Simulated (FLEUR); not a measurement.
# TePb (Fm-3m) in FLEUR: a series of runs

The runs below take TePb through band structure, equation of state, with revPBE.

All numbers are computed with FLEUR MaX-R8.1 (later development tree); they aren't measurements. Logs are shortened: lines on timing, memory, paths and dates and some standing lists are left out, and cuts for length are marked.

**Experimental background.**

A printed reference work, monograph reports, for a bulk crystal of TePb at 4.2 K: band gap 0.19 eV (direct).

The results are compared with them further down.

### 1 The structure

Symmetry: Fm-3m, No. 225, cubic system. The conventional cell has a = 6.462 Å, b = 6.462 Å, c = 6.462 Å, α = 90.00°, β = 90.00°, γ = 90.00°. Pb (site symmetry m-3m) is surrounded by 6 Te at 3.23 Å. Around Te (site symmetry m-3m) lie 6 Pb at 3.23 Å.

### 2 Band structure, revPBE

inp.xml

```xml
<?xml version="1.0" encoding="UTF-8" standalone="no"?>
<fleurInput fleurInputVersion="0.39">
   <comment>
      TePb                                                                                                
   </comment>
   <calculationSetup>
      <cutoffs Kmax="3.8" Gmax="11.8" GmaxXC="11.8" numbands="0"/>
      <scfLoop itmax="60" minDistance="0.00001" maxIterBroyd="15" imix="Anderson" alpha="0.05" precondParam="0.0" spinf="2.0" sdNocoIR="T"/>
      <coreElectrons ctail="T" frcor="F" kcrel="0" coretail_lmax="0"/>
      <xcFunctional name="rpbe" relativisticCorrections="F"/>
      <magnetism jspins="1"/>
      <soc l_soc="F" theta="0.0" phi="0.0" spav="F"/>
      <expertModes spex="0" secvar="F"/>
      <geometryOptimization l_f="F" forcealpha="1.0" forcemix="BFGS" epsdisp="0.00001" epsforce="0.00001"/>
      <ldaU l_linMix="F" mixParam="0.05" spinf="1.0"/>
   </calculationSetup>
   <cell>
      <bzIntegration valenceElectrons="42.0" mode="hist" fermiSmearingEnergy="0.00183747">
         <kPointListSelection listName="default-1"/>
         <!-- k-points included here -->
         <xi:include xmlns:xi="http://www.w3.org/2001/XInclude" href="kpts.xml"> </xi:include>
      </bzIntegration>
      <!-- symmetry operations included here -->
      <xi:include xmlns:xi="http://www.w3.org/2001/XInclude" href="sym.xml"> </xi:include>
      <bulkLattice scale="1.0">
         <bravaisMatrix>
            <row-1>    0.0000000000000000     6.1057051085825993     6.1057051085825993</row-1>
[... 34 lines left out ...]
         <lo type="SCLO" l="2" n="4" eDeriv="0"/>
         <lo type="SCLO" l="2" n="4" eDeriv="1"/>
         <lo type="SCLO" l="0" n="5" eDeriv="2"/>
         <lo type="SCLO" l="3" n="4" eDeriv="2"/>
      </species>
   </atomSpecies>
   <atomGroups>
      <atomGroup species="Lead (Pb)">
         <relPos label="                   1">.0000000000 .0000000000 .0000000000</relPos>
         <force calculate="T" relaxXYZ="TTT"/>
      </atomGroup>
      <atomGroup species="Tellurium (Te)">
         <relPos label="                   2">1.000/2.000 1.000/2.000 1.000/2.000</relPos>
         <force calculate="T" relaxXYZ="TTT"/>
      </atomGroup>
   </atomGroups>
   <output dos="F" band="F" slice="F">
      <checks vchk="F" cdinf="F"/>
      <bandDOS minEnergy="-.5*Htr" maxEnergy="0.5*Htr" sigma="0.015" storeEVData="T"/>
      <vacuumDOS vacdos="F" integ="F" star="F" nstars="0" locx1="0.0" locy1="0.0" locx2="0.0" locy2="0.0" nstm="0" tworkf="0.0"/>
      <unfoldingBand unfoldBand="F" supercellX="1" supercellY="1" supercellZ="1"/>
      <plotting iplot="0" polar="F">
         <plot TwoD="T" vec1="  1.0  0.0  0.0" vec2="  0.0  1.0  0.0" vec3="  0.0  0.0  1.0" zero="  0.0  0.0  0.0" file="plot"/>
      </plotting>
      <chargeDensitySlicing numkpt="0" minEigenval="0.0" maxEigenval="0.0" nnne="0" pallst="F"/>
      <specialOutput eonly="F"/>
      <moessbauerParams electricFieldGradient="T" isomerShift="T" coreHyperfine="T" valenceHyperfine="T"/>
      <magneticCircularDichroism mcd="F" energyLo="-10.0" energyUp="0.0"/>
   </output>
  <!-- We include the file relax.xml here to enable relaxations (see documentation) -->
  <xi:include xmlns:xi="http://www.w3.org/2001/XInclude" href="relax.xml"> <xi:fallback/> </xi:include>
</fleurInput>
```

crystal.txt

```
TePb
&input cartesian=F /
0.0000000000  3.2310000000  3.2310000000
3.2310000000  0.0000000000  3.2310000000
3.2310000000  3.2310000000  0.0000000000
1.8897261246
1.0 1.0 1.0

2
82 0.0000000000  0.0000000000  0.0000000000
52 0.5000000000  0.5000000000  0.5000000000

&kpt div1=7 div2=7 div3=7 gamma=T /
```

inp.xml (bands)

```
<?xml version="1.0" encoding="UTF-8" standalone="no"?>
<fleurInput fleurInputVersion="0.39">
   <comment>
      TePb                                                                                                
   </comment>
   <calculationSetup>
      <cutoffs Kmax="3.8" Gmax="11.8" GmaxXC="11.8" numbands="0"/>
      <scfLoop itmax="60" minDistance="0.00001" maxIterBroyd="15" imix="Anderson" alpha="0.05" precondParam="0.0" spinf="2.0" sdNocoIR="T"/>
      <coreElectrons ctail="T" frcor="F" kcrel="0" coretail_lmax="0"/>
      <xcFunctional name="rpbe" relativisticCorrections="F"/>
      <magnetism jspins="1"/>
      <soc l_soc="F" theta="0.0" phi="0.0" spav="F"/>
      <expertModes spex="0" secvar="F"/>
      <geometryOptimization l_f="F" forcealpha="1.0" forcemix="BFGS" epsdisp="0.00001" epsforce="0.00001"/>
      <ldaU l_linMix="F" mixParam="0.05" spinf="1.0"/>
   </calculationSetup>
   <cell>
      <bzIntegration valenceElectrons="42.0" mode="hist" fermiSmearingEnergy="0.00183747">
         <kPointListSelection listName="path-1"/>
         <!-- k-points included here -->
         <xi:include xmlns:xi="http://www.w3.org/2001/XInclude" href="kpts.xml"> </xi:include>
      </bzIntegration>
      <!-- symmetry operations included here -->
      <xi:include xmlns:xi="http://www.w3.org/2001/XInclude" href="sym.xml"> </xi:include>
      <bulkLattice scale="1.0">
         <bravaisMatrix>
[... 33 lines left out ...]
         <lo type="SCLO" l="1" n="4" eDeriv="0"/>
         <lo type="SCLO" l="1" n="4" eDeriv="1"/>
         <lo type="SCLO" l="2" n="4" eDeriv="0"/>
         <lo type="SCLO" l="2" n="4" eDeriv="1"/>
         <lo type="SCLO" l="0" n="5" eDeriv="2"/>
         <lo type="SCLO" l="3" n="4" eDeriv="2"/>
      </species>
   </atomSpecies>
   <atomGroups>
      <atomGroup species="Lead (Pb)">
         <relPos label="                   1">.0000000000 .0000000000 .0000000000</relPos>
         <force calculate="T" relaxXYZ="TTT"/>
      </atomGroup>
      <atomGroup species="Tellurium (Te)">
         <relPos label="                   2">1.000/2.000 1.000/2.000 1.000/2.000</relPos>
         <force calculate="T" relaxXYZ="TTT"/>
      </atomGroup>
   </atomGroups>
   <output dos="F" band="T" slice="F">
      <checks vchk="F" cdinf="F"/>
      <bandDOS minEnergy="-.5*Htr" maxEnergy="0.5*Htr" sigma="0.015" storeEVData="T"/>
      <vacuumDOS vacdos="F" integ="F" star="F" nstars="0" locx1="0.0" locy1="0.0" locx2="0.0" locy2="0.0" nstm="0" tworkf="0.0"/>
      <unfoldingBand unfoldBand="F" supercellX="1" supercellY="1" supercellZ="1"/>
      <plotting iplot="0" polar="F">
         <plot TwoD="T" vec1="  1.0  0.0  0.0" vec2="  0.0  1.0  0.0" vec3="  0.0  0.0  1.0" zero="  0.0  0.0  0.0" file="plot"/>
      </plotting>
      <chargeDensitySlicing numkpt="0" minEigenval="0.0" maxEigenval="0.0" nnne="0" pallst="F"/>
      <specialOutput eonly="F"/>
      <moessbauerParams electricFieldGradient="T" isomerShift="T" coreHyperfine="T" valenceHyperfine="T"/>
      <magneticCircularDichroism mcd="F" energyLo="-10.0" energyUp="0.0"/>
   </output>
  <!-- We include the file relax.xml here to enable relaxations (see documentation) -->
  <xi:include xmlns:xi="http://www.w3.org/2001/XInclude" href="relax.xml"> <xi:fallback/> </xi:include>
</fleurInput>
```

Potentials or basis: all-electron, FLAPW.

On the command line:

```
> inpgen -f crystal.txt -profile fastHighL
> # inp.xml edited to the form shown
> fleur_MPI
> fleur_MPI   # second run, on inp.xml (bands)
```

Standard output:

```text
Welcome to FLEUR        (www.flapw.de)
      MaX-Release 8.1          (www.max-centre.eu)

 ========== k-point set info ==========
 Selected k-point list: default-1
 k-point list type: mesh
 7 x 7 x 7
 Number of k points: 20

 ------------Calculation Setup---------------------------
 Number of MPI-tasks      :            1
 Number of PE/node        :            1
 Number of OMP-threads    :            1
 Most efficient MPI parallelization for:
           1           2           4           5          10          20
 Additional eigenvalue parallelization possible
 Number of basis functions:          515
 Approximate size of matrices (H+S) per k-point:         0.004 GB
 --------------------------------------------------------
 Iteration:     1   Distance:       8.26966729 me/bohr^3
 Iteration:     2   Distance:       7.74590125 me/bohr^3
 Iteration:     3   Distance:       3.20167826 me/bohr^3
 Iteration:     4   Distance:       0.95411236 me/bohr^3
 Iteration:     5   Distance:       0.67396326 me/bohr^3
 Iteration:     6   Distance:       0.08082781 me/bohr^3
 Iteration:     7   Distance:       0.06741347 me/bohr^3
 Iteration:     8   Distance:       0.02107943 me/bohr^3
 Iteration:     9   Distance:       0.00326670 me/bohr^3
 Iteration:    10   Distance:       0.00249164 me/bohr^3
 Iteration:    11   Distance:       0.00083426 me/bohr^3
 Iteration:    12   Distance:       0.00015735 me/bohr^3
 Iteration:    13   Distance:       0.00013582 me/bohr^3
 Iteration:    14   Distance:       0.00002031 me/bohr^3
 Iteration:    15   Distance:       0.00000277 me/bohr^3

 ********************************************************************
 Run finished successfully
 Stop message:
   all done
 ********************************************************************
```

output (bands):

```text
Welcome to FLEUR        (www.flapw.de)
      MaX-Release 8.1          (www.max-centre.eu)

 ========== k-point set info ==========
 Selected k-point list: path-1
 k-point list type: path
 Number of k points: 60

 ------------Calculation Setup---------------------------
 Number of MPI-tasks      :            1
 Number of PE/node        :            1
 Number of OMP-threads    :            1
 Most efficient MPI parallelization for:
           1           2           3           4           5           6          10          12          15          20          30          60
 Additional eigenvalue parallelization possible
 Number of basis functions:          528
 Approximate size of matrices (H+S) per k-point:         0.004 GB
 --------------------------------------------------------
 Fermi energy correction for insulators:
 No automatic correction of the Fermi energy has been performed.

 Note: Band structure data (together with different weights) is also stored in the banddos.hdf file.
       A convenient way of extracting and plotting the data from that file is by making use of the

 ********************************************************************
 Run finished successfully
 Stop message:
   Charge density postprocessing done.
 ********************************************************************
```

out.xml (last iteration):

```text
<iteration numberForCurrentRun="   15" overallNumber="   15">
         <energyParameters units="Htr">
            <atomicEP atomType="1" spin="1" branch="6s" branchLowest="-4.90" branchHighest="0.54" value="-0.0886951743"/>
            <atomicEP atomType="1" spin="1" branch="6p" branchLowest="-2.76" branchHighest="1.37" value="0.1958819314"/>
            <atomicEP atomType="1" spin="1" branch="5d" branchLowest="-14.36" branchHighest="-0.33" value="-0.3602098106"/>
            <atomicEP atomType="1" spin="1" branch="5f" branchLowest="-4.50" branchHighest="1.83" value="0.5360104489"/>
            <loAtomicEP atomType="1" spin="1" branch="5p" branchLowest="-23.29" branchHighest="-2.76" value="-2.8284087765"/>
            <loAtomicEP atomType="1" spin="1" branch="5p" branchLowest="-23.29" branchHighest="-2.76" value="-2.8284087765"/>
            <loAtomicEP atomType="1" spin="1" branch="6s" branchLowest="-4.90" branchHighest="0.54" value="-0.0886951743"/>
            <loAtomicEP atomType="1" spin="1" branch="5d" branchLowest="-14.36" branchHighest="-0.33" value="-0.3917402462"/>
            <loAtomicEP atomType="1" spin="1" branch="5f" branchLowest="-4.50" branchHighest="1.83" value="0.5359971511"/>
            <atomicEP atomType="2" spin="1" branch="5s" branchLowest="-5.62" branchHighest="0.30" value="-0.1737393417"/>
            <atomicEP atomType="2" spin="1" branch="5p" branchLowest="-3.78" branchHighest="0.93" value="0.1221359103"/>
            <atomicEP atomType="2" spin="1" branch="5d" branchLowest="-1.10" branchHighest="2.02" value="0.3676895320"/>
            <atomicEP atomType="2" spin="1" branch="4f" branchLowest="-9.99" branchHighest="1.53" value="0.5258541015"/>
            <loAtomicEP atomType="2" spin="1" branch="4p" branchLowest="-29.09" branchHighest="-3.78" value="-3.7917048239"/>
            <loAtomicEP atomType="2" spin="1" branch="4p" branchLowest="-29.09" branchHighest="-3.78" value="-3.7917048239"/>
            <loAtomicEP atomType="2" spin="1" branch="4d" branchLowest="-20.14" branchHighest="-1.10" value="-1.1060203262"/>
            <loAtomicEP atomType="2" spin="1" branch="4d" branchLowest="-20.14" branchHighest="-1.10" value="-1.1060203262"/>
            <loAtomicEP atomType="2" spin="1" branch="5s" branchLowest="-5.62" branchHighest="0.30" value="-0.1737393417"/>
            <loAtomicEP atomType="2" spin="1" branch="4f" branchLowest="-9.99" branchHighest="1.53" value="0.5258543546"/>
         </energyParameters>
         <eigenvalues>
            <eigenvaluesAt spin="1" ikpt="1" k_x="0.00000000" k_y="0.00000000" k_z="0.00000000">
                      -3.7801742522       -3.7801742522       -3.7801742522       -2.7635594922       -2.7635594922
                      -2.7635594922       -1.1092504536       -1.1092504536       -1.1090624427       -1.1090624427
                      -1.1090624427       -0.3956061237       -0.3956061237       -0.3953756338       -0.3953756338
                      -0.3953756338       -0.2206965197        0.0160575830        0.1708015924        0.1708015924
                       0.1708015924        0.3717032545        0.3717032545        0.3717032545        0.4350029595
                       0.4350029595        0.4350029595        0.4940576974        0.5028253243        0.5163270973
                       0.5163270973        0.8885010353        0.8885010353
            </eigenvaluesAt>
            <eigenvaluesAt spin="1" ikpt="2" k_x="0.00000000" k_y="0.00000000" k_z="0.14285714">
[... 75 lines left out ...]
               <shell n="1" l="0" isomerShift="2458099.06615"/>
               <shell n="2" l="0" isomerShift="379370.23851"/>
               <shell n="2" l="1" isomerShift="30117.71173"/>
               <shell n="3" l="0" isomerShift="87728.71024"/>
               <shell n="3" l="1" isomerShift="7820.41398"/>
               <shell n="4" l="0" isomerShift="22684.22565"/>
               <shell n="3" l="2" isomerShift="0.00328"/>
               <shell n="4" l="1" isomerShift="1997.87814"/>
               <shell n="4" l="2" isomerShift="0.00091"/>
               <shell n="4" l="3" isomerShift="0.00000"/>
               <shell n="5" l="0" isomerShift="4844.12602"/>
            </coreIsomerShift>
            <coreIsomerShift atomType="2" isTotal="232286.57886">
               <shell n="1" l="0" isomerShift="201755.50586"/>
               <shell n="2" l="0" isomerShift="24019.68603"/>
               <shell n="2" l="1" isomerShift="632.65210"/>
               <shell n="3" l="0" isomerShift="4748.00483"/>
               <shell n="3" l="1" isomerShift="135.60534"/>
               <shell n="4" l="0" isomerShift="995.12468"/>
               <shell n="3" l="2" isomerShift="0.00003"/>
            </coreIsomerShift>
            <isomerShift atomType="1" nucleusRadius="0.0001398" averageDensity="2993252.87081"/>
            <isomerShift atomType="2" nucleusRadius="0.0001189" averageDensity="232402.75210"/>
            <electricFieldGradient atomType="1" VXX="0.00000" VYY="0.00000" VZZ="0.00000" asymParam="0.00000">
            </electricFieldGradient>
            <electricFieldGradient atomType="2" VXX="0.00000" VYY="0.00000" VZZ="0.00000" asymParam="0.00000">
            </electricFieldGradient>
         </moessbauerParams>
         <totalEnergy                                    value="   -27725.7800638992" units="Htr">
            <sumOfEigenvalues                            value="   -17072.6250605351">
               <coreElectrons value="-17018.7345745001"/>
               <valenceElectrons value="-53.8904860350"/>
            </sumOfEigenvalues>
            <densityCoulombPotentialIntegral value="-47886.0386308720"/>
            <densityEffectivePotentialIntegral value="-48626.9417241251"/>
            <chargeDenXCDenIntegral value="-567.1270440932"/>
            <FockExchangeEnergyValence value="0.0000000000"/>
            <FockExchangeEnergyCore value="0.0000000000"/>
            <atomTypeDependentContributions atomType="1">
               <electronNucleiInteractionDifferentMTs value="26464.8554046156"/>
               <MadelungTerm value="-39.3226396612"/>
            </atomTypeDependentContributions>
            <atomTypeDependentContributions atomType="2">
               <electronNucleiInteractionDifferentMTs value="8241.9321807347"/>
               <MadelungTerm value="-23.8401429485"/>
            </atomTypeDependentContributions>
            <tkbTimesEntropy value="0.0000000000"/>
            <freeEnergy value="-27725.7800638992"/>
            <extrapolationTo0K value="-27725.7800638992"/>
         </totalEnergy>
         <densityConvergence units="me/bohr^3">
            <chargeDensity spin="1" distance="0.0000027681"/>
         </densityConvergence>
      </iteration>
```

It took 36 s on 1 thread of Arm Neoverse V2, shared host; peak memory 0.07 GiB.

Results:

```
Free energy                                           : -754456.9103 eV
Band gap along the path                               : 0.78 eV, direct
Valence electrons inside the program's atomic spheres : Pb 17.93; Te 20.15 (radii Pb 2.66, Te 2.66 bohr)
```

Levels at the corners of the path, in eV from the Fermi level:
```tsv
point	band 19	band 20	band 21	band 22	band 23	band 24
Γ	-1.26	-1.26	-1.26	4.21	4.21	4.21
X	-4.39	-2.71	-2.71	3.43	5.60	5.60
W	-3.68	-3.68	-0.27	1.80	5.35	5.35
K	-4.01	-2.21	-1.98	3.70	3.90	5.27
Γ	-1.26	-1.26	-1.26	4.21	4.21	4.21
L	-0.81	-0.81	0.10	0.88	1.39	1.39
U	-4.01	-2.21	-1.98	3.70	3.90	5.27
W	-3.68	-3.68	-0.27	1.80	5.35	5.35
L	-0.81	-0.81	0.10	0.88	1.39	1.39
K	-4.01	-2.21	-1.98	3.70	3.90	5.27
U	-4.01	-2.21	-1.98	3.70	3.90	5.27
X	-4.39	-2.71	-2.71	3.43	5.60	5.60
```

Core levels (eV from the Fermi level):
| atom | levels |
| --- | --- |
| 1 Pb | 1s1/2 -87980.7, 2s1/2 -15719.1, 2p1/2 -15092.4, 2p3/2 -12902.5, 3s1/2 -3769.8, 3p1/2 -3487.7, 3p3/2 -2999.0, 4s1/2 -850.4, 3d3/2 -2536.6, 3d5/2 -2432.6, 4p1/2 -728.3, 4p3/2 -608.7, 4d3/2 -410.3, 4d5/2 -388.0, 4f5/2 -131.1, 4f7/2 -126.1, 5s1/2 -139.4 |
| 2 Te | 1s1/2 -31603.3, 2s1/2 -4840.3, 2p1/2 -4534.2, 2p3/2 -4259.7, 3s1/2 -959.0, 3p1/2 -833.2, 3p3/2 -782.0, 4s1/2 -158.8, 3d3/2 -560.4, 3d5/2 -549.7 |

Caveat: this odd mesh misses L, where the gap lies, so gap, dielectric constants and Born charges aren't listed; spin-orbit coupling is left out, which moves the levels of the heavy elements.

### 3 Equation of state, revPBE, 31.71 Å³/atom (volume scaled by 0.94)

Changes to inp.xml since step 2:

```diff
@@ -24,3 +24,3 @@
       <xi:include xmlns:xi="http://www.w3.org/2001/XInclude" href="sym.xml"> </xi:include>
-      <bulkLattice scale="1.0">
+      <bulkLattice scale="0.9795861087">
          <bravaisMatrix>
```

Potentials or basis: all-electron, FLAPW.

On the command line:

```
> inpgen -f crystal.txt -profile fastHighL
> # inp.xml edited to the form shown
> fleur_MPI
```

Run time: 28 s. Hardware: 1 thread of Arm Neoverse V2, shared host; peak memory 0.08 GiB.

It converged, with:

```
Free energy                                           : -754456.7869 eV
Valence electrons inside the program's atomic spheres : Pb 17.98; Te 20.19 (radii Pb 2.66, Te 2.66 bohr)
```

Caveat: this odd mesh misses L, where the gap lies, so gap, dielectric constants and Born charges aren't listed.

### 4 Equation of state, revPBE, 32.38 Å³/atom (volume scaled by 0.96)

Changes to inp.xml since step 3:

```diff
@@ -24,3 +24,3 @@
       <xi:include xmlns:xi="http://www.w3.org/2001/XInclude" href="sym.xml"> </xi:include>
-      <bulkLattice scale="0.9795861087">
+      <bulkLattice scale="0.9864848297">
          <bravaisMatrix>
```

On the command line:

```
> inpgen -f crystal.txt -profile fastHighL
> # inp.xml edited to the form shown
> fleur_MPI
```

It took 29 s on 1 thread of Arm Neoverse V2, shared host; peak memory 0.09 GiB.

The run converged. Its results:

```yaml
Free_energy: -754456.8380 eV
Valence_electrons_inside_the_program's_atomic_spheres: Pb 17.96; Te 20.18 (radii Pb 2.66, Te 2.66 bohr)
```

Caveat: this odd mesh misses L, where the gap lies, so gap, dielectric constants and Born charges aren't listed.

### 5 Equation of state, revPBE, 33.73 Å³/atom

Changes to inp.xml since step 4:

```diff
@@ -24,3 +24,3 @@
       <xi:include xmlns:xi="http://www.w3.org/2001/XInclude" href="sym.xml"> </xi:include>
-      <bulkLattice scale="0.9864848297">
+      <bulkLattice scale="1.0000000000">
          <bravaisMatrix>
```

On the command line:

```
> inpgen -f crystal.txt -profile fastHighL
> # inp.xml edited to the form shown
> fleur_MPI
```

Wall time 30 s (1 thread of Arm Neoverse V2, shared host); peak memory 0.09 GiB.

The run converged. Its results:

| Item | Value |
| --- | --- |
| Free energy | -754456.9103 eV |
| Valence electrons inside the program's atomic spheres | Pb 17.93; Te 20.15 (radii Pb 2.66, Te 2.66 bohr) |

Caveat: this odd mesh misses L, where the gap lies, so gap, dielectric constants and Born charges aren't listed.

[end of part 1 of 2]
